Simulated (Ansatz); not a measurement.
An Ansatz input:

```yaml
crystal:
  lattice:
    - [-2.4044475063, 2.4044475063, 2.4044475063]
    - [2.4044475063, -2.4044475063, 2.4044475063]
    - [2.4044475063, 2.4044475063, -2.4044475063]
  atoms:
    - { symbol: Sr, position: [0.0, 0.0, 0.0] }
hamiltonian:
  xc: rpbe
  pseudopotentials:
    kind: paw
    azcp:
      Sr: "pseudopotentials/Sr.paw.azcp"
basis:
  ecutwfc: 420
  fft_grid_basis: typed
kpoints:
  mp_grid: { grid: [10, 10, 10], shift: [0, 0, 0] }
magnetization:
  spin_polarized: false
scf:
  occupations: { method: fermi_dirac, width: 0.1 }
  lower_state_search: "off"
output:
  stress: true
```

and its output:

```
Engine: ansatz 0.2.0, x86_64-unknown-linux-gnu
Pseudopotentials: kind: paw
Pseudopotential: Sr, paw, valence charge 10, recommended cutoff 420 eV (normal) 
Functional definition: RPBE
  parameter kappa = 0.804
  parameter beta = 0.06672455060314922
  exchange = rpbe_x(kappa = kappa, mu = beta*pi^2/3)
  correlation = pbe_c(beta = beta)
Crystal: 1 atoms, lattice volume = 55.604 Å³
Basis set: ecut = 420 eV, 1061 PW (Γ)
Bands: 9, of which v1, the nominal top of the filled ones, is band 5 counted from 1 (4 counted from 0)
Symmetry: 48 space group operations
Space group: Im-3m (ITA 229), of the structure as read, at distance tolerance 3.8e-5 Å
k-points: 47 of 1000
Non-local potential: Sr, projectors of the file, l = 0: 3, l = 1: 2, l = 2: 2
PAW form: soft (Blöchl's): semilocal exchange-correlation on the pseudo side does not see the compensation charge
PAW frozen core: Sr, regenerated for the run's functional, and the local potential with it (the file was generated under x = pbe(κ = 0.804, μ = 0.2195149727645171), c = pbe(β = 0.06672455060314922))
PAW one-centre angular grid: Sr, 110 points (default); XC on 64 Gauss nodes
Initial density: superposition of atomic densities (neutral atoms: chi_scale 0, normalization atom), corrected by the library's trained network
Initial wavefunctions: pseudopotential atomic-orbital guess
Functional: x = rpbe, c = pbe(β = 0.06672455060314922)
SCF iter   1: F=—  HF=-3551.035474 eV  |F-HF|=—  |Δ(HF+E_count)|=         —  Δρ=1.51e-3  dr2=8.47e-4  ethr=1.77e-3  ⟨swp⟩=6.8  Hψ=3687  notcnv=0
SCF iter   2: F=—  HF=-3551.036766 eV  |F-HF|=—  |Δ(HF+E_count)|=   1.29e-3  Δρ=1.04e-3  dr2=4.18e-4  ethr=8.47e-6  ⟨swp⟩=2.6  Hψ=1063  notcnv=0
SCF iter   3: F=—  HF=-3551.037262 eV  |F-HF|=—  |Δ(HF+E_count)|=   4.95e-4  Δρ=3.19e-4  dr2=3.18e-5  ethr=4.18e-6  ⟨swp⟩=2.9  Hψ=679  notcnv=0
SCF iter   4: F=—  HF=-3551.037267 eV  |F-HF|=—  |Δ(HF+E_count)|=   4.92e-6  Δρ=1.20e-4  dr2=8.36e-6  ethr=3.18e-7  ⟨swp⟩=1.0  Hψ=423  notcnv=0
SCF iter   5: F=—  HF=-3551.037266 eV  |F-HF|=—  |Δ(HF+E_count)|=   5.33e-7  Δρ=3.17e-5  dr2=3.92e-7  ethr=8.36e-8  ⟨swp⟩=2.0  Hψ=487  notcnv=0
SCF iter   6: F=-3551.037266 eV  HF=-3551.037266 eV  |F-HF|=1.13e-9  |Δ(HF+E_count)|=   8.35e-8  Δρ=6.21e-6  dr2=1.21e-8  ethr=1.00e-9  ⟨swp⟩=5.2  Hψ=1589  notcnv=0
SCF 1 converged in 6 iterations: F = -3551.037266 eV  dr2 = 1.21e-8
SCF converged after 6 iterations
Free energy (F): -3551.037266 eV
Harris-Foulkes:  -3551.037266 eV  (|F-HF|=1.13e-9)
Internal energy: -3550.991545 eV  (E = F + TS)
E sigma→0 (E₀):  -3551.014405 eV
Entropy (-TS):   -0.045722 eV (-45.722 meV/atom)
Fermi energy:    5.082509 eV
--- Per-component energies (eV) ---
  E_band       = -136.494492
  E_kinetic    = 241.659316
  E_local      = -772.931731  (includes V_loc(G=0)·N_el)
  E_nonlocal   = 201.693706
  E_hartree    = 196.218578
  E_xc         = -171.872140
  E_vxc        = -159.404862  (∫ρ·V_xc dr)
  E_paw        = -2700.830514  (= ΣΔE_a)
  E_vpaw       = -39.949630  (= ΣTr[D̂ρ^β])
  E_aug_tail   = -0.000001  (compensation charges beyond the density's cutoff)
  E_ewald      = -544.861879
  E_core_change = -0.066880  (= ΣΔE_core)
  E_smearing   = -0.045722  (= −TS)
  E_closure    = -0.000000  (closes the sum)
  Σ components = -3551.037266   (vs F -3551.037266, Δ=0.00e0)
--- Stress (GPa, compression-positive) ---
        0.465387       0.000000      -0.000000
       -0.000000       0.465387      -0.000000
       -0.000000       0.000000       0.465387
  P = ⅓ Tr σ = 0.4654 GPa (4.654 kbar)
```
